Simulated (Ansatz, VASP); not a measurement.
# Cross-check of BaTiO3 between VASP and Ansatz, part 2 of 2

Aim: how closely do two programs agree when they are given the same cell, functional and k mesh?

VASP 6.6.1 and Ansatz 0.2.0.

So far. Step 2 (Ansatz: single point, PBEsol): The run ends at a pressure of -2.32 GPa, with forces up to 0.16 eV/Å. Step 3 (VASP: single point, PBEsol): The run ends at a pressure of -0.49 GPa, with forces up to 0.20 eV/Å.

### 6. VASP: dielectric response, LDA

Level of this step: LDA, no spin polarisation; plane waves and PAW (Ba_sv, Ti_sv, O) (VASP).

The response to a field tests empty states and converges slowly with the mesh. The cell compared in this pair holds 62.04 Å³, against 64.06 Å³ for the pair before.

Contents of INCAR:

```
SYSTEM = BaTiO3
PREC = Accurate
ENCUT = 560
EDIFF = 1E-08
NELM = 100
ISMEAR = 0
SIGMA = 0.03
LREAL = .FALSE.
ALGO = Normal
GGA = CA
NBANDS = 26
LASPH = .TRUE.
LORBIT = 11
LWAVE = .FALSE.
LCHARG = .FALSE.
KPAR = 8
LEPSILON = .TRUE.
LPEAD = .TRUE.
```

Contents of POSCAR:

```
BaTiO3
1.0
    3.9421574467      0.0000000000      0.0000000000
    0.0000000000      3.9421574467      0.0000000000
    0.0000000000      0.0000000000      3.9924426013
Ba Ti O
1 1 3
Direct
    0.0000000000      0.0000000000      0.0022342186
    0.5000000000      0.5000000000      0.5152060337
    0.5000000000      0.5000000000      0.9815360488
    0.5000000000      0.0000000000      0.4890118494
    0.0000000000      0.5000000000      0.4890118494
```

Contents of KPOINTS:

```
Automatic mesh
0
Gamma
8 8 8
0 0 0
```

PAW data sets: Ba_sv, Ti_sv and O (LDA family, release 64).

Run with:

```sh
mpirun -np 8 vasp_std
```

Numbers of over 12 decimals in the logs are rounded to 6 here.

The log of the run:

```text
[banner, memory and clock lines left out]
running    8 mpi-ranks, on    1 nodes
[...]
[... a notice as in an earlier step ...]

 LDA part: xc-table for (Slater(with rela. corr.)+CA(PZ))
 , standard interpolation
 POSCAR, INCAR and KPOINTS ok, starting setup
[...]
entering main loop
       N       E                     dE             d eps       ncg     rms          rms(c)
DAV:   1     0.455377808487E+03    0.45538E+03   -0.22400E+04  3900   0.177E+03
DAV:   2    -0.483879664012E+01   -0.46022E+03   -0.44510E+03  4570   0.470E+02
DAV:   3    -0.524559716337E+02   -0.47617E+02   -0.46764E+02  5518   0.144E+02
DAV:   4    -0.545377107566E+02   -0.20817E+01   -0.20788E+01  5754   0.272E+01
[...]
DAV:  16    -0.441655889123E+02    0.10691E-06   -0.15382E-06  5114   0.117E-02    0.338E-03
DAV:  17    -0.441655888755E+02    0.36733E-07   -0.22621E-07  5430   0.445E-03    0.634E-04
DAV:  18    -0.441655888807E+02   -0.51928E-08   -0.22487E-08  3884   0.132E-03
   1 F= -.44165589E+02 E0= -.44165589E+02  d E =-.104825E-23
[...]
RMM:  17    -0.997637067613E+00   -0.72539E-05   -0.53616E-05 19926   0.392E-03    0.598E-04
RMM:  18    -0.997638921090E+00   -0.18535E-05   -0.31296E-05 19172   0.333E-03    0.707E-04
 change of polarisation eV/A/(eV/A) component  2 :    -0.131     1.921    -0.000
 dielectric tensor                  component  2 :    -0.383     6.602    -0.001
 Linear response to external field, progress :
  Direction:   3
       N       E                     dE             d eps       ncg     rms          rms(c)
RMM:   1    -0.869422680491E+00   -0.86942E+00   -0.30855E+00  5127   0.895E+00
RMM:   2    -0.937850973275E+00   -0.68428E-01   -0.12861E-01  5657   0.183E+00    0.181E+00
RMM:   3    -0.897208973733E+00    0.40642E-01   -0.32566E-01  8065   0.301E+00    0.127E+00
RMM:   4    -0.880029177849E+00    0.17180E-01   -0.41215E-02  6841   0.151E+00    0.541E-01
[...]
RMM:  16    -0.905365515949E+00   -0.18732E-04   -0.30903E-04  9477   0.683E-03    0.223E-03
RMM:  17    -0.905376320833E+00   -0.10805E-04   -0.26718E-04  8797   0.561E-03    0.256E-03
RMM:  18    -0.905397503781E+00   -0.21183E-04   -0.20206E-04  8293   0.499E-03    0.234E-03
 change of polarisation eV/A/(eV/A) component  3 :    -0.268    -0.187     1.736
 dielectric tensor                  component  3 :    -0.783    -0.546     6.064
 Born effective charges drift removed
```

Parts of OUTCAR (step 6):

```text
  Total       -0.0001399     -0.0001399      0.0007592      0.0000000     -0.0000000      0.0000000
  in kB       -0.0036138     -0.0036138      0.0196052      0.0000000     -0.0000000      0.0000000
  external PRESSURE =       0.0041259 kB  Pullay stress =       0.0000000 kB

 POSITION                                       TOTAL-FORCE (eV/Angst)
 -----------------------------------------------------------------------------------
      0.00000      0.00000      0.00892         0.000000      0.000000     -0.000172
      1.97108      1.97108      2.05693         0.000000      0.000000     -0.003487
      1.97108      1.97108      3.91873         0.000000     -0.000000     -0.000970
      1.97108      0.00000      1.95235        -0.000000      0.000000      0.002314
      0.00000      1.97108      1.95235        -0.000000      0.000000      0.002314
 -----------------------------------------------------------------------------------
    total drift:                                0.000000      0.000000     -0.000231

 MACROSCOPIC STATIC DIELECTRIC TENSOR (including local field effects in DFT)
 ------------------------------------------------------
           6.601695    -0.000000     0.000000
           0.000000     6.601695     0.000000
           0.000000    -0.000000     6.064360
 ------------------------------------------------------

[... 2 further parts left out ...]
```

### 7. Ansatz: dielectric response, LDA

The same cell, functional (in two slightly different forms) and mesh now go to Ansatz, which takes its cutoff from its data sets.

The cell is taken from a series of VASP runs on this material, whose earlier steps may have relaxed, scaled or displaced it; both programs get it as it stands.

Contents of input.yaml:

```yaml
crystal:
  lattice:
    - [3.9421574467, 0.0, 0.0]
    - [0.0, 3.9421574467, 0.0]
    - [0.0, 0.0, 3.9924426013]
  atoms:
    - { symbol: Ba, position: [0.0, 0.0, 0.0022342186] }
    - { symbol: Ti, position: [0.5, 0.5, 0.5152060337] }
    - { symbol: O, position: [0.5, 0.5, 0.9815360488] }
    - { symbol: O, position: [0.5, 0.0, 0.4890118494] }
    - { symbol: O, position: [0.0, 0.5, 0.4890118494] }
hamiltonian:
  xc: lda
  pseudopotentials: { kind: paw }
kpoints:
  mp_grid: { grid: [8, 8, 8] }
scf:
  occupations: { method: fixed }
dielectric:
  method: response
```

Run with:

```sh
ansatz run input.yaml --threads 2 --pin off --max-ram 4608MiB --backend cpu --events-out ev --progress --plain --runs-dir out
```

The log of the run:

```text
[...]
Crystal: 5 atoms, lattice volume = 62.045 Å³
Basis set: ecut = 420 eV, 1221 PW (Γ), exchange–correlation on 54×54×54 points (8 copies of the dense FFT grid, shifted against one another)
Bands: 25, of which v1, the nominal top of the filled ones, is band 20 counted from 1 (19 counted from 0)
Symmetry: 8 space group operations
k-points: 170 of 512 (irreducible under 2 space group operations, time reversal used)
[...]
site 2:
[...]
site 3:
[...]
0.00000    0.00000   -2.02664
    site 4:
        -5.67140    0.00000    0.00000
         0.00000   -2.16085    0.00000
         0.00000    0.00000   -2.02664
  Z* charge neutrality: 1.366e-3 e pre-enforcement
  solved inside a basis spanned on kpoints, on 8×8×8 k-points, its susceptibility summed on 12×12×12: ε∞ is read to err by 1.9e-2, Z* by 2.9e-2 e (field_mesh: kpoints solves on kpoints); Z* is corrected for what the basis lacks
[key lines of the parts left out:]
SCF converged after 11 iterations
Free energy (F): -9904.496295 eV
Fermi energy:    10.456485 eV
```

Wall time 3.3 min (2 threads of Arm Neoverse N1, shared host); peak memory 1.3 GiB.

### 8. Differences

What differs besides the data sets and the points named for the pairs above, as far as they apply: the two LDA forms differ slightly; VASP's response is taken on the typed mesh, Ansatz refines its own for the field response alone; the cutoff is 420 eV in Ansatz and 560 eV in VASP; VASP's log shows a relativistic correction to its local exchange, Ansatz's none. Total energies have different zeros and are not compared.

Compared:

| quantity | Ansatz | VASP | difference |
| --- | --- | --- | --- |
| ε∞ xx | 6.56 | 6.60 | -0.58 % |
| ε∞ yy | 6.56 | 6.60 | -0.58 % |
| ε∞ zz | 6.04 | 6.06 | -0.41 % |
| Born charge of Ba1 (mean of the diagonal) (e) | 2.78 | 2.76 | +0.02 |
| Born charge of Ti2 (mean of the diagonal) (e) | 6.85 | 6.88 | -0.03 |
| Born charge of O3 (mean of the diagonal) (e) | -3.06 | -3.06 | 0.00 |

### 9. Outcome

```json
{
  "r.m.s. force difference (single point, PBEsol)": "21 meV/Å",
  "difference in pressure (single point, PBEsol)": "-1.8 GPa",
  "difference in gap on the k mesh (single point, PBEsol)": "0.067 eV",
  "difference in ε∞ xx (dielectric response, LDA)": "-0.58 %"
}
```

What this shows: The difference in pressure is -1.8 GPa (single point, PBEsol), beyond the 1 GPa picked in this series as the mark of a large difference. By the marks of this series, far apart in the single point, PBEsol pair: the r.m.s. force difference, 21 meV/Å and the difference in pressure, -1.8 GPa. For single point, PBEsol, no further run moves any of the tabulated differences by more than a quarter of its size. 1 further run of this series is not shown here. Such differences can come from data sets, numerical settings and the points named under the comparisons, not from the functional's error against experiment.

[Lines on the potential files, build, host, timing and source positions are cut from VASP's logs without a mark.]

[Logs are printed without paths, hosts, clocks, repeated set-up lines and the standing remarks that a program may print on its own settings, such as how far it seeks lower states.]

[Hosts, paths, dates, database ids (printed as entryN), source tags and the programs' standing remarks are cut or masked in the printed files.]
